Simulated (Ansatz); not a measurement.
The cell is SiC built on the wurtzite prototype; cell and atoms were relaxed with r2SCAN. It is hexagonal, P6_3mc (No. 186); conventional cell a = 3.075 Å, c = 5.048 Å, 10.34 Å³ an atom. Si has 4 C at 1.88–1.90 Å; C has 4 Si at 1.88–1.90 Å.

```
Si C
1.0
     3.07536    0.00000    0.00000
    -1.53768    2.66334    0.00000
     0.00000    0.00000    5.04811
Si C
2 2
Direct
  0.33333 0.66667 0.99959
  0.66667 0.33333 0.49959
  0.33333 0.66667 0.37541
  0.66667 0.33333 0.87541
```

5 runs of the plane-wave code Ansatz on this cell differ in the functional (and in the settings that go with it). Levels are in eV from each run's valence top; v1 is the last filled band, c1 the first empty one.

Run A, mean stress -1.3 GPa (compression positive):
```
point     v4     v3     v2     v1    c1     c2
    Γ  -1.46  -0.11   0.00   0.00  6.71   8.21
    M  -5.97  -3.66  -3.54  -1.32  4.47   6.00
    K  -6.92  -4.43  -4.43  -4.21  3.88  10.26
```

Run B, mean stress 0.0 GPa (compression positive):
```
point     v4     v3     v2     v1    c1    c2
    Γ  -1.38  -0.11   0.00   0.00  5.36  6.75
    M  -5.62  -3.48  -3.36  -1.25  3.22  4.65
    K  -6.49  -4.18  -4.18  -3.98  2.65  8.84
```

Run C, mean stress -1.3 GPa (compression positive):
```
point     v4     v3     v2     v1    c1    c2
    Γ  -1.43  -0.11   0.00   0.00  6.03  7.45
    M  -5.81  -3.59  -3.46  -1.30  3.82  5.30
    K  -6.72  -4.31  -4.31  -4.12  3.23  9.57
```

Run D, mean stress -4.2 GPa (compression positive):
```
point     v4     v3     v2     v1    c1    c2
    Γ  -1.31  -0.11   0.00   0.00  4.76  6.21
    M  -5.44  -3.32  -3.31  -1.20  2.69  4.15
    K  -6.24  -4.05  -4.05  -3.84  2.16  8.04
```

Run E, mean stress +3.5 GPa (compression positive):
```
point     v4     v3     v2     v1    c1    c2
    Γ  -1.32  -0.11   0.00   0.00  4.80  6.19
    M  -5.43  -3.32  -3.29  -1.20  2.78  4.23
    K  -6.26  -4.04  -4.04  -3.83  2.28  8.17
```

Q: Match the runs to LDA, PBE, r2SCAN, r2SCANh, PBE0.

A: A is PBE0, B is r2SCAN, C is r2SCANh, D is LDA, E is PBE. In order of the gap: LDA 2.16, PBE 2.28, r2SCAN 2.65, r2SCANh 3.23, PBE0 3.88 eV. The stress vanishes for r2SCAN, which relaxed the cell.

The values are computed, spin-unpolarised, and not measurements.

The stress of a hybrid is loosely converged in these runs.

The meshes of the hybrids are coarse, so their gaps aren't converged to the digits shown.
